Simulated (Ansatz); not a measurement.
## TiO2: pressure and energy less free atoms as volume scale varies

Periodic Kohn-Sham DFT of a crystal at fixed atoms, scaled to volume_scale times the given cell; pressure positive in compression, energy less spherical unpolarised free atoms, largest_vzz the field gradient of largest size among the nuclei. The results are calculated, by Ansatz 0.2.0.

The cell before it is scaled or strained (space group I4_1/amd, No. 141):
```
cell vectors (Å)
  -1.8925     1.8925     4.7570
   1.8925    -1.8925     4.7570
   1.8925     1.8925    -4.7570
atoms (fractions of the cell vectors)
Ti  0.00000  0.00000  0.00000
Ti  0.75000  0.25000  0.50000
O   0.20660  0.20660  0.00000
O   0.95660  0.45660  0.50000
O   0.54340  0.04340  0.50000
O   0.79340  0.79340  0.00000
```

Settings of every row: method all-electron LAPW; functional PBE; relativity scalar; k mesh 13x13x13; filling fermi-dirac; smearing width 0.08 eV; basis error target 1 meV/atom; nucleus gaussian.

Atom start moment: 0 on all atoms.

| row | volume scale | V (Å³/atom) | pressure (GPa) | energy less free atoms (eV/atom) |
| --- | --- | --- | --- | --- |
| 1 | 0.94 | 10.677 | 22.137 | -8.5593 |
| 2 | 0.96 | 10.904 | 16.178 | -8.5864 |
| 3 | 0.98 | 11.131 | 10.803 | -8.6055 |
| 4 | 0.99 | 11.245 | 8.316 | -8.6122 |
| 5 | 1 | 11.358 | 5.955 | -8.6173 |
| 6 | 1.01 | 11.472 | ? | ? |
| 7 | 1.02 | 11.585 | 1.578 | -8.6226 |
| 8 | 1.04 | 11.813 | -2.374 | -8.622 |
| 9 | 1.06 | 12.04 | -5.938 | -8.616 |

Question: what pressure and energy less free atoms should row 6 give?

Worked fit of pressure. Take u = (V_r/V)^(2/3) − 1 with V_r = 11.302 Å³ an atom, which is twice the finite (Eulerian) strain; such expansions in the strain, on which the Birch-Murnaghan equation of state is built, carry the rest volume and the bulk modulus. The shown rows have u = 0.03865, 0.02419, 0.01022, 0.00338, -0.00329, -0.01635, -0.02905, -0.04129. Least squares give pressure = 7.1065 + 352.541 × u + 914.74 × u² + 657 × u³ GPa; a parabola predicts inner rows, each left out in turn, worse (root mean square 0.012 against 0.0073 GPa). The rows lie off it by 0.000, -0.001, -0.003, 0.007, -0.002, -0.006, 0.005, -0.001 (root mean square 0.004 GPa). The pressure vanishes at u = -0.0213, or V = 11.67 Å³ an atom, and there the bulk modulus at fixed shape and fractions is B = −V dP/dV = (2/3)(1 + u) dP/du = 205 GPa. Letting shape and atoms relax would as a rule lower it, by much in layered, chain or molecular crystals. The withheld row has u = -0.0099, so the fit gives 7.1065 + 352.541 × (-0.0099) + 914.74 × (-0.0099)² + 657 × (-0.0099)³ = 3.705 GPa.

The calculation gave 3.71 GPa. The fit lies 0.005 GPa (0.018 % of the column's range) below it; its largest miss of a shown row is 0.007 GPa.

Worked fit of energy less free atoms. Take u = (V_r/V)^(2/3) − 1 with V_r = 11.302 Å³ an atom, which is twice the finite (Eulerian) strain; such expansions in the strain, on which the Birch-Murnaghan equation of state is built, carry the rest volume and the bulk modulus. The shown rows have u = 0.03865, 0.02419, 0.01022, 0.00338, -0.00329, -0.01635, -0.02905, -0.04129. Least squares give energy less free atoms = −8.61501 + 0.7555 × u + 17.726 × u² eV/atom; a straight line predicts inner rows, each left out in turn, worse (root mean square 0.0091 against 5.1e-05 eV/atom). The rows lie off it by 0.0000, 0.0000, -0.0001, 0.0001, 0.0000, 0.0000, 0.0000, 0.0000. Its lowest point lies at u = -0.0213, or V = 11.67 Å³ an atom, and the curvature there gives the bulk modulus at fixed shape and fractions, B = (4/9)(1 + u)² E″(u)/V = 207 GPa. Letting shape and atoms relax would as a rule lower it, by much in layered, chain or molecular crystals. The withheld row has u = -0.0099, so the fit gives −8.61501 + 0.7555 × (-0.0099) + 17.726 × (-0.0099)² = -8.6208 eV/atom.

The calculation gave -8.6207 eV/atom. The fit lies 0.0001 eV/atom (0.16 % of the column's range) below it, one unit of the last digit.
